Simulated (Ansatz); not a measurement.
# ZnF2: the cost of one run

Computed with Ansatz 0.2.0 (DFT r2SCAN, scalar-relativistic, plane waves, PAW).

2 further runs of the same task are left out: 2 that didn't finish. Runs told in other sessions of the task aren't counted.

## Step 1: The starting structure

It takes space group P4_2/mnm (No. 136, tetragonal). Conventional cell: a = 4.799 Å, b = 4.799 Å, c = 3.176 Å, α = 90.00°, β = 90.00°, γ = 90.00°. Around Zn (site symmetry mmm) lie 6 F at 2.07 Å. Around F (site symmetry m2m) lie 3 Zn at 2.07 Å.

Structure file:

```xyz
6
Lattice="4.7994 0.0000 0.0000 0.0000 4.7994 0.0000 0.0000 0.0000 3.1763" Properties=species:S:1:pos:R:3 pbc="T T T"
Zn    0.0000    0.0000    0.0000
Zn    2.3997    2.3997    1.5881
F     3.3390    1.4604    0.0000
F     3.8601    3.8601    1.5881
F     1.4604    3.3390    0.0000
F     0.9393    0.9393    1.5881
```

The cell was relaxed beforehand at this level, from a distorted copy of a database structure. At a tolerance of 0.02 Å it has space group P4_2/mnm (No. 136); it has 12.19 Å³/atom, an uncorrected energy of -2.29 eV/atom over the elements and, on its mesh, gap 3.52 eV.

## Step 2: Level of theory: r2SCAN

Contents of input.yaml:

```yaml
crystal:
  lattice:
    - [4.7994298519, 0.0, 0.0]
    - [0.0, 4.7994298519, 0.0]
    - [0.0, 0.0, 3.1762544017]
  atoms:
    - { symbol: Zn, position: [0.0, 0.0, 0.0] }
    - { symbol: Zn, position: [0.5, 0.5, 0.5] }
    - { symbol: F, position: [0.6957099756, 0.3042900244, 0.0] }
    - { symbol: F, position: [0.8042900244, 0.8042900244, 0.5] }
    - { symbol: F, position: [0.3042900244, 0.6957099756, 0.0] }
    - { symbol: F, position: [0.1957099756, 0.1957099756, 0.5] }
basis:
  ecutwfc: 500
kpoints:
  mp_grid: { grid: [6, 6, 8] }
  band_path:
    path:
      - [[0.0, 0.0, 0.0], [0.0, 0.5, 0.0], [0.5, 0.5, 0.0], [0.0, 0.0, 0.0], [0.0, 0.0, 0.5], [0.0, 0.5, 0.5], [0.5, 0.5, 0.5], [0.0, 0.0, 0.5]]
      - [[0.0, 0.5, 0.0], [0.0, 0.5, 0.5]]
      - [[0.5, 0.5, 0.0], [0.5, 0.5, 0.5]]
    npoints: 14
hamiltonian:
  xc: r2scan
scf:
  occupations: { method: gaussian, width: 0.02 }
  n_extra_bands: 15
output:
  forces: true
  stress: true
  eigenvalues: true
  populations: true
  dos: { projected: true, de: 0.02, nscf_kmesh: { grid: [9, 9, 12] } }
  bader: true
  write_density: true
  write_potential: true
  elf: true
  volumetric_format: npy
```

On the command line:

```bash
ansatz run input.yaml --threads 1 --pin off --max-ram 2560MiB --backend cpu --events-out ev --progress --plain --runs-dir out
```

What time and memory should one allow on 1 thread of Intel Xeon at 2.50GHz (Skylake/Cascade Lake), shared host?

About 2.8 min, with a peak of 0.64 GiB.
